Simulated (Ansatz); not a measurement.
# Platinum, dhcp under LDA: structure, energy and stiffness

Aim: take platinum in the dhcp structure, relax it, solve it on a dense k-mesh, then scale the cell to 7 volumes from 88 to 112 % of the relaxed one and try a fit of the equation of state. Spin polarisation is left out. The k-meshes are 13×13×4 for the relaxation; 17×17×5 for the dense run; 17×17×5 for the volumes.

Computed with Ansatz 0.2.0 (DFT LDA (PW92), plane waves (420 eV) with PAW, scalar-relativistic; PBE-made PAW files, unless a step says otherwise).

## (1) The system as given

Symmetry: P6_3/mmc, No. 194, hexagonal system. The conventional cell has a = 2.774 Å, b = 2.774 Å, c = 9.060 Å, α = 90.00°, β = 90.00°, γ = 120.00°. Pt (site symmetry -3m) has 12 Pt at 2.77 Å as nearest neighbours. Pt (site symmetry -6m2) has 12 Pt at 2.77 Å as nearest neighbours.

As a file:

```
Pt
1.0
     2.77405    0.00000    0.00000
    -1.38702    2.40239    0.00000
     0.00000    0.00000    9.06004
Pt
4
Direct
  0.00000 0.00000 0.00000
  0.00000 0.00000 0.50000
  0.33333 0.66667 0.25000
  0.66667 0.33333 0.75000
```

## (2) Relaxation of the cell

Contents of input.yaml:

```yaml
crystal:
  lattice:
    - [2.7740467412, 0.0, 0.0]
    - [-1.3870233706, 2.4023949491, 0.0]
    - [0.0, 0.0, 9.0600366567]
  atoms:
    - { symbol: Pt, position: [0.0, 0.0, 0.0] }
    - { symbol: Pt, position: [0.0, 0.0, 0.5] }
    - { symbol: Pt, position: [0.3333333333, 0.6666666667, 0.25] }
    - { symbol: Pt, position: [0.6666666667, 0.3333333333, 0.75] }
hamiltonian:
  xc: lda
  pseudopotentials:
    kind: paw
    azcp:
      Pt: "pseudopotentials/Pt.paw.azcp"
basis:
  ecutwfc: 420
  fft_grid_basis: typed
kpoints:
  mp_grid: { grid: [13, 13, 4], shift: [0, 0, 0] }
magnetization:
  spin_polarized: false
scf:
  occupations: { method: fermi_dirac, width: 0.1 }
relax:
  max_steps: 60
  f_tol: 0.01
  cell: {}
```

Standard output:

```text
Warning: <dir> the record states the generating functional pbe (its physics header spells it `PBE`), which answers neither for hamiltonian.xc's functional nor for the lda family's — results may be inconsistent (PPs are generated against a specific XC)
Warning: RAYON_NUM_THREADS=2 ignored (pool sized by the plan → 2); use --threads N
Engine: ansatz 0.2.0, aarch64-unknown-linux-gnu
Pseudopotentials: kind: paw
Pseudopotential: Pt, paw, valence charge 18, recommended cutoff 420 eV (normal), <dir>
Functional definition: SPW92
  exchange = slater_x
  correlation = pw_c
Crystal: 4 atoms, lattice volume = 60.379 Å³
Basis set: ecut = 420 eV, 1195 PW (Γ)
Bands: 44, of which v1, the nominal top of the filled ones, is band 36 counted from 1 (35 counted from 0)
Symmetry: 24 space group operations
Space group: P63/mmc (ITA 194), of the structure as read, at distance tolerance 3.9e-5 Å
k-points: 63 of 676
Non-local potential: Pt, projectors of the file, l = 0: 3, l = 1: 2, l = 2: 2, l = 3: 1
PAW form: soft (Blöchl's): semilocal exchange-correlation on the pseudo side does not see the compensation charge
PAW frozen core: Pt, regenerated for the run's functional, and the local potential with it (the file was generated under x = pbe(κ = 0.804, μ = 0.2195149727645171), c = pbe(β = 0.06672455060314922))
PAW one-centre angular grid: Pt, 590 points (default); XC on 64 Gauss nodes
Initial density: superposition of atomic densities (neutral atoms: chi_scale 0, normalization atom), corrected by the library's trained network
Initial wavefunctions: pseudopotential atomic-orbital guess
Functional: x = slater, c = lda
SCF iter   1: F=—  HF=-48979.898440 eV  |F-HF|=—  |Δ(HF+E_count)|=         —  Δρ=8.59e-3  dr2=2.51e-2  ethr=1.77e-3  ⟨swp⟩=6.0  Hψ=9916  notcnv=0  defer=24
preconditioner: auto → Kerker (q_TF=auto, 2.810 Å⁻¹)  [metal: Δε(μ)=0.003 eV  Ē_g=9.445 eV  σ=0.100 eV  W_gap=0.01  n_scr=26 (ndim 8)  ℏωp=30.2 eV  f_vac=0.000  D(μ)=7.42/eV (n_scr^D=96)]
SCF iter   2: F=—  HF=-48979.895735 eV  |F-HF|=—  |Δ(HF+E_count)|=   2.71e-3  Δρ=4.48e-3  dr2=6.55e-3  ethr=3.49e-5  ⟨swp⟩=1.8  Hψ=3655  notcnv=0  defer=26
SCF iter   3: F=—  HF=-48979.894418 eV  |F-HF|=—  |Δ(HF+E_count)|=   1.32e-3  Δρ=3.97e-4  dr2=8.84e-5  ethr=9.09e-6  ⟨swp⟩=2.1  Hψ=3660  notcnv=0  defer=26
SCF iter   4: F=—  HF=-48979.894418 eV  |F-HF|=—  |Δ(HF+E_count)|=   3.11e-7  Δρ=9.08e-5  dr2=1.02e-5  ethr=1.23e-7  ⟨swp⟩=1.8  Hψ=3846  notcnv=0  defer=26
SCF iter   5: F=—  HF=-48979.894416 eV  |F-HF|=—  |Δ(HF+E_count)|=   1.49e-6  Δρ=2.34e-5  dr2=4.15e-7  ethr=1.41e-8  ⟨swp⟩=1.1  Hψ=2810  notcnv=0  defer=26
SCF iter   6: F=-48979.894416 eV  HF=-48979.894416 eV  |F-HF|=5.42e-9  |Δ(HF+E_count)|=   6.47e-8  Δρ=4.60e-6  dr2=1.12e-8  ethr=1.39e-10  ⟨swp⟩=4.0  Hψ=8723  notcnv=0
SCF 1 converged in 6 iterations: F = -48979.894416 eV  dr2 = 1.12e-8
relax step   1: F+E_penalty+E_count = -48979.89441626 eV  Δ(F+E_penalty+E_count) = +0.000e0 eV  max|allowed force component| = 1.295e-16 eV/Å  Δτ_max = 0.0000 Å  P = -5.390 GPa  Ω = 60.379 Å³  (6 SCF iters, dr2 threshold 1.00e-7 eV, accepted)
Crystal: 4 atoms, lattice volume = 56.955 Å³
Basis set: ecut = 420 eV, 1117 PW (Γ)
Initial density: handed on by an earlier stage of this run
Initial wavefunctions: those handed on with the density
iter 1 solved again at ethr=1.48e-5 eV; its pass at ethr=3.10e-3 eV (dr2=1.07e-2 eV) is discarded
SCF iter   1: F=—  HF=-48979.834388 eV  |F-HF|=—  |Δ(HF+E_count)|=         —  Δρ=6.86e-3  dr2=9.60e-3  ethr=1.48e-5  ⟨swp⟩=2.9  Hψ=13813  notcnv=0
preconditioner: auto → Kerker (q_TF=auto, 2.837 Å⁻¹)  [metal: Δε(μ)=0.015 eV  Ē_g=10.006 eV  σ=0.100 eV  W_gap=0.04  n_scr=26 (ndim 8)  ℏωp=31.1 eV  f_vac=0.000  D(μ)=6.57/eV (n_scr^D=78)]
SCF iter   2: F=—  HF=-48979.832400 eV  |F-HF|=—  |Δ(HF+E_count)|=   1.99e-3  Δρ=3.42e-3  dr2=2.47e-3  ethr=1.33e-5  ⟨swp⟩=1.0  Hψ=2772  notcnv=0
SCF iter   3: F=—  HF=-48979.831719 eV  |F-HF|=—  |Δ(HF+E_count)|=   6.82e-4  Δρ=4.35e-4  dr2=6.03e-5  ethr=3.43e-6  ⟨swp⟩=1.5  Hψ=3224  notcnv=0
SCF iter   4: F=—  HF=-48979.831701 eV  |F-HF|=—  |Δ(HF+E_count)|=   1.79e-5  Δρ=6.96e-5  dr2=1.89e-6  ethr=8.37e-8  ⟨swp⟩=2.1  Hψ=4379  notcnv=0
iter 5 did not close the SCF: its close was put off for the readings that it lacked (scf_convergence_deferred on its scf_iter line)
SCF iter   5: F=-48979.831700 eV  HF=-48979.831700 eV  |F-HF|=2.41e-8  |Δ(HF+E_count)|=   2.41e-7  Δρ=1.67e-5  dr2=1.20e-7  ethr=2.62e-9  ⟨swp⟩=2.4  Hψ=4176  notcnv=0
SCF iter   6: F=-48979.831700 eV  HF=-48979.831700 eV  |F-HF|=1.22e-9  |Δ(HF+E_count)|=   1.31e-8  Δρ=3.32e-6  dr2=4.72e-9  ethr=1.67e-10  ⟨swp⟩=2.0  Hψ=7969  notcnv=0
SCF 2 converged in 6 iterations: F = -48979.831700 eV  dr2 = 4.72e-9
relax step   2: F+E_penalty+E_count = -48979.83170036 eV  Δ(F+E_penalty+E_count) = +6.272e-2 eV  max|allowed force component| = 1.018e-16 eV/Å  Δτ_max = 0.0000 Å  P = +13.342 GPa  Ω = 56.955 Å³  energy of the carried Pulay correction = +1.016e-3 eV  (6 SCF iters, dr2 threshold 4.00e-7 eV, rejected (line search))
Crystal: 4 atoms, lattice volume = 59.301 Å³
Basis set: ecut = 420 eV, 1165 PW (Γ)
iter 1 solved again at ethr=5.09e-6 eV; its pass at ethr=3.10e-3 eV (dr2=3.67e-3 eV) is discarded
SCF iter   1: F=—  HF=-48979.921646 eV  |F-HF|=—  |Δ(HF+E_count)|=         —  Δρ=3.86e-3  dr2=3.48e-3  ethr=5.09e-6  ⟨swp⟩=2.2  Hψ=13887  notcnv=0
preconditioner: auto → Kerker (q_TF=auto, 2.818 Å⁻¹)  [metal: Δε(μ)=0.008 eV  Ē_g=9.635 eV  σ=0.100 eV  W_gap=0.02  n_scr=26 (ndim 8)  ℏωp=30.5 eV  f_vac=0.000  D(μ)=7.22/eV (n_scr^D=96)]
SCF iter   2: F=—  HF=-48979.921037 eV  |F-HF|=—  |Δ(HF+E_count)|=   6.09e-4  Δρ=2.02e-3  dr2=9.87e-4  ethr=4.83e-6  ⟨swp⟩=1.0  Hψ=2772  notcnv=0
SCF iter   3: F=—  HF=-48979.920798 eV  |F-HF|=—  |Δ(HF+E_count)|=   2.39e-4  Δρ=2.45e-4  dr2=2.24e-5  ethr=1.37e-6  ⟨swp⟩=1.2  Hψ=3012  notcnv=0
SCF iter   4: F=—  HF=-48979.920793 eV  |F-HF|=—  |Δ(HF+E_count)|=   5.24e-6  Δρ=5.31e-5  dr2=1.36e-6  ethr=3.11e-8  ⟨swp⟩=1.8  Hψ=3825  notcnv=0
SCF iter   5: F=—  HF=-48979.920794 eV  |F-HF|=—  |Δ(HF+E_count)|=   9.56e-7  Δρ=1.14e-5  dr2=4.88e-8  ethr=1.89e-9  ⟨swp⟩=2.0  Hψ=3839  notcnv=0
SCF iter   6: F=—  HF=-48979.920794 eV  |F-HF|=—  |Δ(HF+E_count)|=   2.80e-9  Δρ=2.34e-6  dr2=3.22e-9  ethr=6.77e-11  ⟨swp⟩=1.5  Hψ=3167  notcnv=0
SCF iter   7: F=—  HF=-48979.920794 eV  |F-HF|=—  |Δ(HF+E_count)|=  6.26e-10  Δρ=4.47e-7  dr2=7.81e-11  ethr=4.47e-12  ⟨swp⟩=2.3  Hψ=3786  notcnv=0
SCF iter   8: F=-48979.920794 eV  HF=-48979.920794 eV  |F-HF|=1.46e-11  |Δ(HF+E_count)|=  1.46e-11  Δρ=1.01e-7  dr2=4.51e-12  ethr=1.00e-12  ⟨swp⟩=4.0  Hψ=8892  notcnv=0
SCF 3 converged in 8 iterations: F = -48979.920794 eV  dr2 = 4.51e-12
relax step   3: F+E_penalty+E_count = -48979.92079376 eV  Δ(F+E_penalty+E_count) = -2.638e-2 eV  max|allowed force component| = 8.095e-17 eV/Å  Δτ_max = 0.0000 Å  P = -0.240 GPa  Ω = 59.301 Å³  energy of the carried Pulay correction = +3.150e-4 eV  (8 SCF iters, accepted)
Crystal: 4 atoms, lattice volume = 59.171 Å³
iter 1 solved again at ethr=1.20e-6 eV; its pass at ethr=3.10e-3 eV (dr2=8.62e-4 eV) is discarded
SCF iter   1: F=—  HF=-48979.922637 eV  |F-HF|=—  |Δ(HF+E_count)|=         —  Δρ=1.48e-3  dr2=3.79e-4  ethr=1.20e-6  ⟨swp⟩=2.6  Hψ=11441  notcnv=0
preconditioner: auto → Kerker (q_TF=auto, 2.819 Å⁻¹)  [metal: Δε(μ)=0.025 eV  Ē_g=9.612 eV  σ=0.100 eV  W_gap=0.06  n_scr=26 (ndim 8)  ℏωp=30.5 eV  f_vac=0.000  D(μ)=7.07/eV (n_scr^D=96)]
SCF iter   2: F=—  HF=-48979.922539 eV  |F-HF|=—  |Δ(HF+E_count)|=   9.85e-5  Δρ=6.47e-4  dr2=7.19e-5  ethr=5.27e-7  ⟨swp⟩=1.0  Hψ=2772  notcnv=0
SCF iter   3: F=—  HF=-48979.922514 eV  |F-HF|=—  |Δ(HF+E_count)|=   2.51e-5  Δρ=7.07e-5  dr2=1.06e-6  ethr=9.98e-8  ⟨swp⟩=2.0  Hψ=3974  notcnv=0
iter 4 did not close the SCF: its close was put off for the readings that it lacked (scf_convergence_deferred on its scf_iter line)
SCF iter   4: F=-48979.922514 eV  HF=-48979.922514 eV  |F-HF|=1.91e-8  |Δ(HF+E_count)|=   7.23e-8  Δρ=8.03e-6  dr2=3.37e-8  ethr=1.47e-9  ⟨swp⟩=2.4  Hψ=4689  notcnv=0
iter 5 did not close the SCF: its close was put off for the readings that it lacked (scf_convergence_deferred on its scf_iter line)
SCF iter   5: F=-48979.922514 eV  HF=-48979.922514 eV  |F-HF|=5.62e-9  |Δ(HF+E_count)|=   7.59e-9  Δρ=2.39e-6  dr2=7.16e-9  ethr=4.68e-11  ⟨swp⟩=2.2  Hψ=4716  notcnv=0
SCF iter   6: F=-48979.922514 eV  HF=-48979.922514 eV  |F-HF|=2.62e-10  |Δ(HF+E_count)|=   1.13e-9  Δρ=6.55e-7  dr2=3.26e-10  ethr=9.95e-12  ⟨swp⟩=1.0  Hψ=5800  notcnv=0
SCF 4 converged in 6 iterations: F = -48979.922514 eV  dr2 = 3.26e-10
relax step   4: F+E_penalty+E_count = -48979.92251364 eV  Δ(F+E_penalty+E_count) = -1.720e-3 eV  max|allowed force component| = 1.110e-16 eV/Å  Δτ_max = 0.0000 Å  P = +0.439 GPa  Ω = 59.171 Å³  energy of the carried Pulay correction = +3.544e-4 eV  (6 SCF iters, dr2 threshold 4.00e-7 eV, accepted)
Crystal: 4 atoms, lattice volume = 59.266 Å³
iter 1 solved again at ethr=9.10e-7 eV; its pass at ethr=3.10e-3 eV (dr2=6.55e-4 eV) is discarded
SCF iter   1: F=—  HF=-48979.923208 eV  |F-HF|=—  |Δ(HF+E_count)|=         —  Δρ=1.28e-3  dr2=2.83e-4  ethr=9.10e-7  ⟨swp⟩=2.5  Hψ=11358  notcnv=0
preconditioner: auto → Kerker (q_TF=auto, 2.818 Å⁻¹)  [metal: Δε(μ)=0.016 eV  Ē_g=9.607 eV  σ=0.100 eV  W_gap=0.04  n_scr=26 (ndim 8)  ℏωp=30.5 eV  f_vac=0.000  D(μ)=7.02/eV (n_scr^D=84)]
SCF iter   2: F=—  HF=-48979.923127 eV  |F-HF|=—  |Δ(HF+E_count)|=   8.13e-5  Δρ=5.59e-4  dr2=5.42e-5  ethr=3.94e-7  ⟨swp⟩=1.0  Hψ=2772  notcnv=0
SCF iter   3: F=—  HF=-48979.923108 eV  |F-HF|=—  |Δ(HF+E_count)|=   1.87e-5  Δρ=6.05e-5  dr2=8.27e-7  ethr=7.52e-8  ⟨swp⟩=2.1  Hψ=3902  notcnv=0
iter 4 did not close the SCF: its close was put off for the readings that it lacked (scf_convergence_deferred on its scf_iter line)
SCF iter   4: F=-48979.923108 eV  HF=-48979.923108 eV  |F-HF|=1.70e-8  |Δ(HF+E_count)|=   2.75e-8  Δρ=7.04e-6  dr2=2.68e-8  ethr=1.15e-9  ⟨swp⟩=2.1  Hψ=4313  notcnv=0
iter 5 did not close the SCF: its close was put off for the readings that it lacked (scf_convergence_deferred on its scf_iter line)
SCF iter   5: F=-48979.923108 eV  HF=-48979.923108 eV  |F-HF|=5.36e-9  |Δ(HF+E_count)|=   6.43e-9  Δρ=2.07e-6  dr2=6.20e-9  ethr=3.72e-11  ⟨swp⟩=2.3  Hψ=4492  notcnv=0
SCF iter   6: F=-48979.923108 eV  HF=-48979.923108 eV  |F-HF|=3.20e-10  |Δ(HF+E_count)|=  8.44e-10  Δρ=6.86e-7  dr2=3.66e-10  ethr=8.61e-12  ⟨swp⟩=1.0  Hψ=5797  notcnv=0
SCF 5 converged in 6 iterations: F = -48979.923108 eV  dr2 = 3.66e-10
relax step   5: F+E_penalty+E_count = -48979.92310816 eV  Δ(F+E_penalty+E_count) = -5.945e-4 eV  max|allowed force component| = 5.551e-17 eV/Å  Δτ_max = 0.0000 Å  P = -0.018 GPa  Ω = 59.266 Å³  energy of the carried Pulay correction = +3.280e-4 eV  (6 SCF iters, dr2 threshold 4.00e-7 eV, accepted)
Initial wavefunctions: pseudopotential atomic-orbital guess (no wavefunctions were taken with the density)
iter 1 solved again at ethr=2.39e-8 eV; its pass at ethr=3.10e-3 eV (dr2=1.72e-5 eV) is discarded
SCF iter   1: F=—  HF=-48979.922760 eV  |F-HF|=—  |Δ(HF+E_count)|=         —  Δρ=4.54e-5  dr2=1.72e-7  ethr=2.39e-8  ⟨swp⟩=3.5  Hψ=16406  notcnv=0
preconditioner: auto → Kerker (q_TF=auto, 2.818 Å⁻¹)  [metal: Δε(μ)=0.014 eV  Ē_g=9.607 eV  σ=0.100 eV  W_gap=0.03  n_scr=26 (ndim 8)  ℏωp=30.5 eV  f_vac=0.000  D(μ)=7.04/eV (n_scr^D=84)]
SCF iter   2: F=—  HF=-48979.922761 eV  |F-HF|=—  |Δ(HF+E_count)|=   1.66e-7  Δρ=2.34e-5  dr2=4.15e-8  ethr=2.39e-10  ⟨swp⟩=2.7  Hψ=4988  notcnv=0
SCF iter   3: F=—  HF=-48979.922761 eV  |F-HF|=—  |Δ(HF+E_count)|=   4.91e-9  Δρ=1.84e-6  dr2=5.52e-10  ethr=5.76e-11  ⟨swp⟩=3.0  Hψ=5076  notcnv=0
iter 4 did not close the SCF: its close was put off for the readings that it lacked (scf_convergence_deferred on its scf_iter line)
SCF iter   4: F=-48979.922761 eV  HF=-48979.922761 eV  |F-HF|=7.28e-12  |Δ(HF+E_count)|=    0.00e0  Δρ=1.46e-7  dr2=7.98e-12  ethr=1.00e-12  ⟨swp⟩=2.5  Hψ=4508  notcnv=0
iter 5 did not close the SCF: its close was put off for the readings that it lacked (scf_convergence_deferred on its scf_iter line)
SCF iter   5: F=-48979.922761 eV  HF=-48979.922761 eV  |F-HF|=7.28e-12  |Δ(HF+E_count)|=  7.28e-12  Δρ=3.88e-8  dr2=1.03e-12  ethr=1.00e-12  ⟨swp⟩=1.0  Hψ=2772  notcnv=0
iter 6 did not close the SCF: its close was put off for the readings that it lacked (scf_convergence_deferred on its scf_iter line)
SCF iter   6: F=-48979.922761 eV  HF=-48979.922761 eV  |F-HF|=1.46e-11  |Δ(HF+E_count)|=  1.46e-11  Δρ=8.32e-9  dr2=8.17e-14  ethr=1.00e-12  ⟨swp⟩=1.0  Hψ=2772  notcnv=0
iter 7 did not close the SCF: its close was put off for the readings that it lacked (scf_convergence_deferred on its scf_iter line)
SCF iter   7: F=-48979.922761 eV  HF=-48979.922761 eV  |F-HF|=0.00e0  |Δ(HF+E_count)|=  1.46e-11  Δρ=1.63e-9  dr2=2.55e-15  ethr=1.00e-12  ⟨swp⟩=1.0  Hψ=2772  notcnv=0
SCF iter   8: F=-48979.922761 eV  HF=-48979.922761 eV  |F-HF|=7.28e-12  |Δ(HF+E_count)|=  7.28e-12  Δρ=4.03e-10  dr2=1.19e-16  ethr=1.00e-12  ⟨swp⟩=1.0  Hψ=5796  notcnv=0
SCF 6 converged in 8 iterations: F = -48979.922761 eV  dr2 = 1.19e-16
relax step   6: F+E_penalty+E_count = -48979.92276055 eV  Δ(F+E_penalty+E_count) = +3.476e-4 eV  max|allowed force component| = 4.626e-17 eV/Å  Δτ_max = 0.0000 Å  P = -0.013 GPa  Ω = 59.266 Å³  stress off target by 2.06e-2 GPa  SCF on the basis re-selected at this cell (its energy is not comparable with the rows above)  (8 SCF iters)
basis re-selected at this cell: Δ(F+E_penalty+E_count) = +3.476e-4 eV, ΔP = +0.004 GPa vs the last step (what re-selecting the basis moved, of the pressure what is left beyond the Pulay correction that the steps carried, after the strain that the cell walked since its last selection, with what the two solves' SCF thresholds leave and, on support functions, any second-order correction that the steps lacked; it is no measure of the basis error at this ecutwfc). This SCF's stress stands 2.06e-2 GPa from its target on what of the cell is left free (relax.cell.stress_tol is 5.00e-2 GPa) and its largest allowed force component is 4.63e-17 eV/Å (relax.f_tol is 1.00e-2 eV/Å): within both
SCF converged after 8 iterations
Free energy (F): -48979.922761 eV
Harris-Foulkes:  -48979.922761 eV  (|F-HF|=7.28e-12)
Internal energy: -48979.699309 eV  (E = F + TS)
E sigma→0 (E₀):  -48979.811035 eV
Entropy (-TS):   -0.223452 eV (-55.863 meV/atom)
Fermi energy:    23.601805 eV
--- Per-component energies (eV) ---
  E_band       = -507.509363
  E_kinetic    = 2556.925832
  E_local      = -5780.913220  (includes V_loc(G=0)·N_el)
  E_nonlocal   = 827.651750
  E_hartree    = 2140.825497
  E_xc         = -1043.336655
  E_vxc        = -1213.280138  (∫ρ·V_xc dr)
  E_paw        = -36710.732048  (= ΣΔE_a)
  E_vpaw       = -1179.545240  (= ΣTr[D̂ρ^β])
  E_aug_tail   = 0.000659  (compensation charges beyond the density's cutoff)
  E_ewald      = -10971.976601
  E_core_change = 1.855478  (= ΣΔE_core)
  E_smearing   = -0.223452  (= −TS)
  E_closure    = 0.000000  (closes the sum)
  Σ components = -48979.922761   (vs F -48979.922761, Δ=0.00e0)
--- Forces (eV/Å), atoms counted from 1 ---
  atom   1  Pt     0.00000000     0.00000000    -0.00000000
  atom   2  Pt     0.00000000     0.00000000     0.00000000
  atom   3  Pt     0.00000000    -0.00000000     0.00000000
  atom   4  Pt     0.00000000     0.00000000     0.00000000
  max |Σ_I F_I| component: 4.21e-30 eV/Å
--- Stress (GPa, compression-positive) ---
       -0.009678      -0.000000       0.000000
       -0.000000      -0.009678       0.000000
        0.000000       0.000000      -0.020622
  P = ⅓ Tr σ = -0.0133 GPa (-0.133 kbar)
--- Relaxed structure (5 steps of the walk, 4 accepted, 1 SCFs on fresh bases) ---
  F+E_penalty+E_count = -48979.92276055 eV   max|allowed force component| = 4.626e-17 eV/Å   (the final SCF, on the basis selected at the relaxed cell)
  cell:  # Å, volume = 59.2655 Å³
    - [2.737547719254528, 0.0, 0.0]
    - [-1.368773859627264, 2.3707858689465717, 0.0]
    - [0.0, 0.0, 9.131627045981027]
  atoms:
    - { symbol: Pt, position: [9.48305291763221e-34, 3.8079364257502493e-34, 0.0] }
    - { symbol: Pt, position: [9.11801867948688e-34, 3.5407128169256703e-34, 0.5] }
    - { symbol: Pt, position: [0.33333333333333337, 0.6666666666666669, 0.25] }
    - { symbol: Pt, position: [0.6666666666666667, 0.33333333333333337, 0.75] }
```

It took 23 s on 2 threads of an Arm CPU, shared host; peak memory 0.4 GiB.

The steps of the relaxation:

```
step  energy change (meV/atom)  largest force (eV/Å)  pressure (GPa)  volume (Å³/atom)  accepted
   1                      0.00                0.0000           -5.39            15.095       yes
   2                     15.68                0.0000           13.34            14.239        no
   3                     -6.59                0.0000           -0.24            14.825       yes
   4                     -7.02                0.0000            0.44            14.793       yes
   5                     -7.17                0.0000           -0.02            14.816       yes
   6                     -7.09                0.0000           -0.01            14.816       yes
```

Steps that repeat a cell are solved on a basis chosen anew, so their changes of energy are no gain of the relaxation.

Changes in the cell that was computed:

|  | before | after | change |
| --- | --- | --- | --- |
| a (Å) | 2.774 | 2.738 | -1.3 % |
| b (Å) | 2.774 | 2.738 | -1.3 % |
| c (Å) | 9.060 | 9.132 | +0.8 % |
| volume (Å³/atom) | 15.095 | 14.816 | -1.8 % |
| shortest distance (Å) | 2.774 | 2.738 | -1.3 % |
| space group (spins left aside) | P6_3/mmc | P6_3/mmc | same |

## (3) Single point on a dense mesh

Edit input.yaml of step 2 so:

```diff
@@ -2,5 +2,5 @@
   lattice:
-    - [2.7740467412, 0.0, 0.0]
-    - [-1.3870233706, 2.4023949491, 0.0]
-    - [0.0, 0.0, 9.0600366567]
+    - [2.7375477193, 0.0, 0.0]
+    - [-1.3687738596, 2.3707858689, 0.0]
+    - [0.0, 0.0, 9.131627046]
   atoms:
@@ -20,3 +20,3 @@
 kpoints:
-  mp_grid: { grid: [13, 13, 4], shift: [0, 0, 0] }
+  mp_grid: { grid: [17, 17, 5], shift: [0, 0, 0] }
 magnetization:
@@ -25,5 +25 @@
   occupations: { method: fermi_dirac, width: 0.1 }
-relax:
-  max_steps: 60
-  f_tol: 0.01
-  cell: {}
```

Standard output (excerpt; [...] marks lines left out):

```text
Warning: <dir> the record states the generating functional pbe (its physics header spells it `PBE`), which answers neither for hamiltonian.xc's functional nor for the lda family's — results may be inconsistent (PPs are generated against a specific XC)
Warning: RAYON_NUM_THREADS=2 ignored (pool sized by the plan → 2); use --threads N
[...]
[... 3 set-up lines as earlier in the session ...]
[...]
Crystal: 4 atoms, lattice volume = 59.266 Å³
Basis set: ecut = 420 eV, 1165 PW (Γ)
Bands: 44, of which v1, the nominal top of the filled ones, is band 36 counted from 1 (35 counted from 0)
[... 2 set-up lines as earlier in the session ...]
k-points: 99 of 1445
[...]
SCF iter   1: F=—  HF=-48979.939687 eV  |F-HF|=—  |Δ(HF+E_count)|=         —  Δρ=8.08e-3  dr2=2.08e-2  ethr=1.77e-3  ⟨swp⟩=6.1  Hψ=15660  notcnv=0  defer=32
[...]
SCF iter   6: F=-48979.936844 eV  HF=-48979.936844 eV  |F-HF|=4.41e-9  |Δ(HF+E_count)|=   6.20e-8  Δρ=4.75e-6  dr2=1.02e-8  ethr=1.39e-10  ⟨swp⟩=2.0  Hψ=8383  notcnv=0
[...]
SCF converged after 6 iterations
Free energy (F): -48979.936844 eV
[...]
E sigma→0 (E₀):  -48979.829859 eV
Entropy (-TS):   -0.213970 eV (-53.492 meV/atom)
Fermi energy:    23.605887 eV
[...]
```

It took 4.2 s on 2 threads of an Arm CPU, shared host; peak memory 0.42 GiB.

[end of part 1 of 2]
